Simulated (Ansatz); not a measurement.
Crystal: MgS (Niningerite).

```
CELL_PARAMETERS angstrom
0.00000 2.60165 2.60165
2.60165 0.00000 2.60165
2.60165 2.60165 0.00000
ATOMIC_POSITIONS crystal
S 0.50000 0.50000 0.50000
Mg 0.00000 0.00000 0.00000
```

Base run:

| Item | Value |
| --- | --- |
| Program | Ansatz 0.2.0 |
| Functional | r2SCAN0 |
| Potentials or basis | Ansatz PAW |
| Cutoff | 500 eV (not typed: the program's choice for these potentials) |
| k mesh | 5 × 5 × 5 |
| Occupations | fermi-dirac, width 0.05 eV |
| Spin | no spin polarisation |

Its results: band gap on the k mesh 5.40 eV, indirect (least direct gap 6.10 eV); pressure -0.8 GPa.

Question: After a change of settings the same cell gave: band gap on the k mesh 3.20 eV, indirect (least direct gap 3.72 eV); pressure 1.3 GPa. Which change was it?
A. functional from r2SCAN0 to PBE; cutoff from 500 eV (not typed: the program's choice for these potentials) to 420 eV (not typed: the program's choice for these potentials)
B. functional from r2SCAN0 to r2SCAN0 form with a typed share of exact exchange; share of exact exchange from 0.25 to 0.1
C. functional from r2SCAN0 to LDA; cutoff from 500 eV (not typed: the program's choice for these potentials) to 420 eV (not typed: the program's choice for these potentials)
D. functional from r2SCAN0 to r2SCAN0 form with a typed share of exact exchange; share of exact exchange from 0.25 to 0.35

Answer: A.

r2SCAN0 gives the wider gap, since exact exchange removes part of the self-interaction.

Caveats: odd divisions of the mesh miss points on the zone boundary, where band edges often lie, so the gap on the mesh can be too wide; the PAW data sets come from PBE, with cores solved anew for the run's functional, which leaves a small shift of forces and pressure (some runs); the thresholds are loose for stress (some runs); the density of states is complete only up to the lowest level of the last band computed (some runs).
